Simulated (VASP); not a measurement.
# NaCl (Fm-3m) in VASP: band structure with LDA

Aim: the band structure of NaCl with LDA.

Everything below comes from runs of VASP 6.6.1. Logs are shortened: lines on timing, memory, paths and dates and some standing lists are left out, and cuts for length are marked.

### 1 Starting point

Symmetry: Fm-3m, No. 225, cubic system. Conventional cell: a = 5.465 Å, b = 5.465 Å, c = 5.465 Å, α = 90.00°, β = 90.00°, γ = 90.00°. Na (site symmetry m-3m) is surrounded by 6 Cl at 2.73 Å. Cl (site symmetry m-3m) has 6 Na at 2.73 Å as nearest neighbours.

The cell was built by a generator and needn't be a form met in nature.

### 2 Band structure, LDA

INCAR

```
  PREC = Accurate
  ENCUT = 520
  EDIFF = 1E-7
  ISMEAR = 0
  SIGMA = 0.02
  LREAL = False
  LASPH = True
  NELM = 60
  ALGO = Fast
  ISIF = 2
  LWAVE = False
  LCHARG = False
  NBANDS = 14
```

KPOINTS

```
regular mesh
0
Gamma
  8 8 8
```

POSCAR

```
NaCl                                    
1.0
   -0.0000000000      2.7325364907      2.7325364907
    2.7325364907     -0.0000000000      2.7325364907
    2.7325364907      2.7325364907     -0.0000000000
  Na              Cl            
     1     1
Direct
     0.0000000000000000    0.0000000000000000    0.0000000000000000
     0.5000000000000000    0.5000000000000000    0.5000000000000000
```

KPOINTS_OPT

```
path GXWKGLUWLK,UX
15
line-mode
reciprocal
 0.0000000000  0.0000000000  0.0000000000  G
 0.5000000000  0.0000000000  0.5000000000  X

 0.5000000000  0.0000000000  0.5000000000  X
 0.5000000000  0.2500000000  0.7500000000  W

 0.5000000000  0.2500000000  0.7500000000  W
 0.3750000000  0.3750000000  0.7500000000  K

 0.3750000000  0.3750000000  0.7500000000  K
 0.0000000000  0.0000000000  0.0000000000  G

 0.0000000000  0.0000000000  0.0000000000  G
 0.5000000000  0.5000000000  0.5000000000  L

 0.5000000000  0.5000000000  0.5000000000  L
 0.6250000000  0.2500000000  0.6250000000  U

 0.6250000000  0.2500000000  0.6250000000  U
 0.5000000000  0.2500000000  0.7500000000  W

 0.5000000000  0.2500000000  0.7500000000  W
 0.5000000000  0.5000000000  0.5000000000  L

 0.5000000000  0.5000000000  0.5000000000  L
 0.3750000000  0.3750000000  0.7500000000  K

 0.6250000000  0.2500000000  0.6250000000  U
 0.5000000000  0.0000000000  0.5000000000  X
```

Potentials or basis: VASP PAW LDA potentials, release 64 (Na_pv, Cl).

On the command line:

```bash
> cat potpaw_LDA.64/Na_pv/POTCAR potpaw_LDA.64/Cl/POTCAR > POTCAR
> mpirun -np 1 vasp_std > vasp.out
```

OUTCAR:

```text
PREC = Accurate
   ENCUT = 520
   EDIFF = 1E-7
   ISMEAR = 0
   LREAL = False
   LASPH = True
   NELM = 60
   ISIF = 2

 ion  position               nearest neighbor table
   1  0.000  0.000  0.000-
   2  0.500  0.500  0.500-

  LATTYP: Found a face centered cubic cell.
 ALAT       =     5.4650729814

  Lattice vectors:

 A1 = (   0.0000000000,   2.7325364907,   2.7325364907)
 A2 = (   2.7325364907,   0.0000000000,   2.7325364907)
 A3 = (   2.7325364907,   2.7325364907,   0.0000000000)

Analysis of symmetry for initial positions (statically):
=====================================================================
 Subroutine PRICEL returns:
 Original cell was already a primitive cell.

 Routine SETGRP: Setting up the symmetry group for a
 face centered cubic supercell.

 Subroutine GETGRP returns: Found 48 space group operations
 (whereof 48 operations were pure point group operations)
 out of a pool of 48 trial point group operations.

The static configuration has the point symmetry O_h .

Analysis of symmetry for dynamics (positions and initial velocities):
=====================================================================
 Subroutine PRICEL returns:
 Original cell was already a primitive cell.

 Routine SETGRP: Setting up the symmetry group for a
 face centered cubic supercell.

 Subroutine GETGRP returns: Found 48 space group operations
 (whereof 48 operations were pure point group operations)
 out of a pool of 48 trial point group operations.

The dynamic configuration has the point symmetry O_h .

 Subroutine INISYM returns: Found 48 space group operations
 (whereof 48 operations are pure point group operations),
 and found     1 'primitive' translations

----------------------------------------------------------------------------------------

                                     Primitive cell

  volume of cell :      40.8064

  direct lattice vectors                    reciprocal lattice vectors
     0.000000000  2.732536491  2.732536491    -0.182980173  0.182980173  0.182980173
     2.732536491  0.000000000  2.732536491     0.182980173 -0.182980173  0.182980173
     2.732536491  2.732536491  0.000000000     0.182980173  0.182980173 -0.182980173

  length of vectors
     3.864390165  3.864390165  3.864390165     0.316930957  0.316930957  0.316930957

  position of ions in fractional coordinates (direct lattice)
     0.000000000  0.000000000  0.000000000
     0.500000000  0.500000000  0.500000000

  ion indices of the primitive-cell ions
   primitive index   ion index
                 1           1
                 2           2

----------------------------------------------------------------------------------------

 KPOINTS: regular mesh

Automatic generation of k-mesh.
 Grid dimensions read from file:
 generate k-points for:    8    8    8

 Generating k-lattice:

  Cartesian coordinates                     Fractional coordinates (reciprocal lattice)
    -0.022872522  0.022872522  0.022872522     0.125000000  0.000000000  0.000000000
     0.022872522 -0.022872522  0.022872522     0.000000000  0.125000000  0.000000000
     0.022872522  0.022872522 -0.022872522     0.000000000  0.000000000  0.125000000

  Length of vectors
     0.039616370  0.039616370  0.039616370

  Shift w.r.t. Gamma in fractional coordinates (k-lattice)
     0.000000000  0.000000000  0.000000000

 Subroutine IBZKPT returns following result:
 ===========================================

 Found     29 irreducible k-points:

 Following reciprocal coordinates:
            Coordinates               Weight
  0.000000  0.000000  0.000000      1.000000
  0.125000  0.000000  0.000000      8.000000
  0.250000  0.000000  0.000000      8.000000
  0.375000  0.000000  0.000000      8.000000
  0.500000  0.000000  0.000000      4.000000
  0.125000  0.125000  0.000000      6.000000
[... 16 lines left out ...]
  0.500000  0.250000  0.125000     48.000000
 -0.375000  0.250000  0.125000     24.000000
 [... further k-points ...]
   k-points           NKPTS =     29   k-points in BZ     NKDIM =     29   number of bands    NBANDS=     14
   number of dos      NEDOS =    301   number of ions     NIONS =      2
   total plane-waves  NPLWV =  27000
   dimension x,y,z NGX =    30 NGY =   30 NGZ =   30
   dimension x,y,z NGXF=    60 NGYF=   60 NGZF=   60
   ions per type =               1   1
   NGX,Y,Z   is equivalent  to a cutoff of  12.91, 12.91, 12.91 a.u.
   NGXF,Y,Z  is equivalent  to a cutoff of  25.81, 25.81, 25.81 a.u.
 SYSTEM =  unknown system
   PREC   = accura    normal or accurate (medium, high low for compatibility)
   ISTART =      0    job   : 0-new  1-cont  2-samecut
   ICHARG =      2    charge: 1-file 2-atom 10-const
   ISPIN  =      1    spin polarized calculation?
   LNONCOLLINEAR =      F non collinear calculations
   LSORBIT =      F    spin-orbit coupling
   LASPH  =      T    aspherical Exc in radial PAW
   ENCUT  =  520.0 eV  38.22 Ry    6.18 a.u.   7.19  7.19  7.19*2*pi/ulx,y,z
   NELM   =     60;   NELMIN=  2; NELMDL= -5     # of ELM steps
   EDIFF  = 0.1E-06   stopping-criterion for ELM
   LREAL  =      F    real-space projection
   EDIFFG = 0.1E-05   stopping-criterion for IOM
   NSW    =      0    number of steps for IOM
   IBRION =     -1    ionic relax: 0-MD 1-quasi-New 2-CG
   NFREE  =      0    steps in history (QN), initial steepest desc. (CG)
   ISIF   =      2    stress and relaxation
   ISYM   =      2    0-nonsym 1-usesym 2-fastsym
   POTIM  = 0.5000    time-step for ionic-motion
   TEBEG  =    0.0;   TEEND  =   0.0 temperature during run
   PSTRESS=    0.0 pullay stress
   NELECT =      14.0000    total number of electrons
   NUPDOWN=      -1.0000    fix difference up-down
   EMIN   =  10.00;   EMAX   =-10.00  energy-range for DOS
   EFERMI =   0.00;   METHOD = LEGACY
   ISMEAR =     0;   SIGMA  =   0.02  broadening in eV -4-tet -1-fermi 0-gaus
   EFERMI_NEDOS =   21; number of points for ismear=-14 and -15
   IALGO  =     68    algorithm
   IMIX   =      4    mixing-type and parameters
     AMIX     =   0.40;   BMIX     =  1.00
     AMIX_MAG =   1.60;   BMIX_MAG =  1.00
  volume/ion in A,a.u.               =      20.40       137.69
  Fermi-wavevector in a.u.,A,eV,Ry     =   1.146062  2.165744 17.870690  1.313459
  Thomas-Fermi vector in A             =   2.282748
   LORBIT       =      0    0 simple, 1 ext, 2 COOP (PROOUT), +10 PAW based schemes
   GGA     = CA    functional components
   LHFCALC =     F    Hartree Fock is set to
   AEXX    =    0.0000 exact exchange contribution
   IVDW    =     0    specifies the selected vdW correction
   LEPSILON=     F    determine dielectric tensor
   LRPA    =     F    only Hartree local field effects (RPA)
 non-spin polarized calculation
 RMM-DIIS sequential band-by-band and
 Gauss-broadening in eV      SIGMA  =   0.02
  energy-cutoff  :      520.00
  volume of cell :       40.81
 maximum number of plane-waves:      1124
 NGX is ok and might be reduce to    30
   NGX = 15   NGY = 15   NGZ = 15

 number of electron      13.9999993 magnetization

 Free energy of the ion-electron system (eV)
  ---------------------------------------------------
  ext. energy  EPLUGINS =         0.00000000
  ---------------------------------------------------
  free energy    TOTEN  =        -7.38920673 eV

  energy without entropy =       -7.38920673  energy(sigma->0) =       -7.38920673

 E-fermi :  -0.2033     XC(G=0):  -9.1362

 val. band max:       -0.3608451341   @ k =   0.0000   0.0000   0.0000
 cond. band min:       4.7186248659   @ k =   0.0000   0.0000   0.0000
 fundamental gap:      5.0794700000
 Fermi energy:        -0.2032736755

 k-point     1 :       0.0000    0.0000    0.0000
  band No.  band energies     occupation
      1     -20.9881      2.00000
      2     -20.9881      2.00000
      3     -20.9881      2.00000
      4     -13.1836      2.00000
      5      -0.3608      2.00000
      6      -0.3608      2.00000
      7      -0.3608      2.00000
      8       4.7186      0.00000
      9      10.5688      0.00000
     10      10.5688      0.00000
     11      10.5688      0.00000
     12      12.9257      0.00000
     13      12.9257      0.00000
     14      14.4534      0.00000

 k-point     2 :       0.1250    0.0000    0.0000
  band No.  band energies     occupation
      1     -20.9954      2.00000
      2     -20.9886      2.00000
      3     -20.9886      2.00000
      4     -13.1190      2.00000
      5      -0.8165      2.00000
      6      -0.4131      2.00000
      7      -0.4131      2.00000
      8       5.2719      0.00000
      9      10.0117      0.00000
     10      10.7882      0.00000
     11      10.7882      0.00000
     12      12.6707      0.00000
     13      12.6707      0.00000
     14      15.4983      0.00000

 k-point     3 :       0.2500    0.0000    0.0000
  band No.  band energies     occupation
      1     -21.0126      2.00000
      2     -20.9898      2.00000
      3     -20.9898      2.00000
      4     -12.9573      2.00000
      5      -1.6980      2.00000
      6      -0.5342      2.00000
      7      -0.5342      2.00000
      8       6.2526      0.00000
      9       9.5631      0.00000
     10      10.9385      0.00000
     11      10.9385      0.00000
     12      12.9072      0.00000
     13      12.9072      0.00000
     14      15.5430      0.00000
[... 324 lines left out ...]
 k-point    23 :       0.5000    0.2500    0.1250
  band No.  band energies     occupation
      1     -21.0233      2.00000
      2     -21.0003      2.00000
      3     -20.9937      2.00000
      4     -12.7271      2.00000
      5      -2.2273      2.00000
      6      -1.2086      2.00000
      7      -0.8092      2.00000
      8       7.7958      0.00000
      9       9.2217      0.00000
     10       9.5013      0.00000
     11      11.6103      0.00000
     12      13.4950      0.00000
     13      16.0415      0.00000
     14      16.5678      0.00000

 k-point    24 :      -0.3750    0.2500    0.1250
  band No.  band energies     occupation
      1     -21.0268      2.00000
      2     -21.0011      2.00000
      3     -20.9950      2.00000
      4     -12.6734      2.00000
      5      -2.3695      2.00000
      6      -1.3051      2.00000
      7      -0.8735      2.00000
      8       7.8502      0.00000
      9       9.2129      0.00000
     10       9.9923      0.00000
     11      11.4111      0.00000
     12      14.1718      0.00000
     13      15.5726      0.00000
     14      16.7162      0.00000

 [... further k-points ...]

------------------------ aborting loop because EDIFF is reached ----------------------------------------

  FORCE on cell =-STRESS in cart. coord.  units (eV):
  Direction    XX          YY          ZZ          XY          YZ          ZX
  --------------------------------------------------------------------------------------
  -------------------------------------------------------------------------------------
  Total       -0.0010031     -0.0010031     -0.0010031      0.0000000      0.0000000      0.0000000
  in kB       -0.0393835     -0.0393835     -0.0393835      0.0000000      0.0000000      0.0000000
  external PRESSURE =      -0.0393835 kB  Pullay stress =       0.0000000 kB

 VOLUME and BASIS-vectors are now :
 -----------------------------------------------------------------------------
  energy-cutoff  :      520.00
  volume of cell :       40.81
      direct lattice vectors                 reciprocal lattice vectors
     0.000000000  2.732536491  2.732536491    -0.182980173  0.182980173  0.182980173
     2.732536491  0.000000000  2.732536491     0.182980173 -0.182980173  0.182980173
     2.732536491  2.732536491  0.000000000     0.182980173  0.182980173 -0.182980173

 POSITION                                       TOTAL-FORCE (eV/Angst)
 -----------------------------------------------------------------------------------
      0.00000      0.00000      0.00000         0.000000     -0.000000     -0.000000
      2.73254      2.73254      2.73254        -0.000000      0.000000      0.000000
 -----------------------------------------------------------------------------------
    total drift:                               -0.000000      0.000000      0.000000

  FREE ENERGIE OF THE ION-ELECTRON SYSTEM (eV)
  ---------------------------------------------------
  free  energy   TOTEN  =        -7.3892067296 eV

  energy  without entropy=       -7.3892067296  energy(sigma->0) =       -7.38920673
```

It took 68 s on 1 thread of Intel Xeon Platinum 8259CL at 2.50GHz (Skylake/Cascade Lake), shared host; peak memory 0.16 GiB.

Results:

```
Free energy             : -7.3892 eV
Pressure                : 0.0 GPa
Band gap on the k mesh  : 5.08 eV, direct
Band gap along the path : 5.08 eV, direct
```

Levels at the corners of the path, in eV from the valence-band top:
```tsv
point	band 4	band 5	band 6	band 7	band 8	band 9	band 10	band 11
Γ	-12.82	0.00	0.00	0.00	5.08	10.93	10.93	10.93
X	-12.30	-2.01	-0.72	-0.72	7.44	7.64	11.62	15.18
X	-12.30	-2.01	-0.72	-0.72	7.44	7.64	11.62	15.18
W	-12.27	-1.45	-1.45	-0.93	8.88	9.62	9.62	11.47
W	-12.27	-1.45	-1.45	-0.93	8.88	9.62	9.62	11.47
K	-12.28	-1.71	-1.37	-0.61	8.04	9.00	10.68	12.93
K	-12.28	-1.71	-1.37	-0.61	8.04	9.00	10.68	12.93
Γ	-12.82	0.00	0.00	0.00	5.08	10.93	10.93	10.93
Γ	-12.82	0.00	0.00	0.00	5.08	10.93	10.93	10.93
L	-12.35	-2.33	-0.33	-0.33	7.05	10.90	10.90	11.05
L	-12.35	-2.33	-0.33	-0.33	7.05	10.90	10.90	11.05
U	-12.28	-1.71	-1.37	-0.61	8.04	9.00	10.68	12.93
U	-12.28	-1.71	-1.37	-0.61	8.04	9.00	10.68	12.93
W	-12.27	-1.45	-1.45	-0.93	8.88	9.62	9.62	11.47
W	-12.27	-1.45	-1.45	-0.93	8.88	9.62	9.62	11.47
L	-12.35	-2.33	-0.33	-0.33	7.05	10.90	10.90	11.05
L	-12.35	-2.33	-0.33	-0.33	7.05	10.90	10.90	11.05
K	-12.28	-1.71	-1.37	-0.61	8.04	9.00	10.68	12.93
U	-12.28	-1.71	-1.37	-0.61	8.04	9.00	10.68	12.93
X	-12.30	-2.01	-0.72	-0.72	7.44	7.64	11.62	15.18
```

Expect the measured gap to be larger: semilocal functionals such as LDA lack the derivative discontinuity.
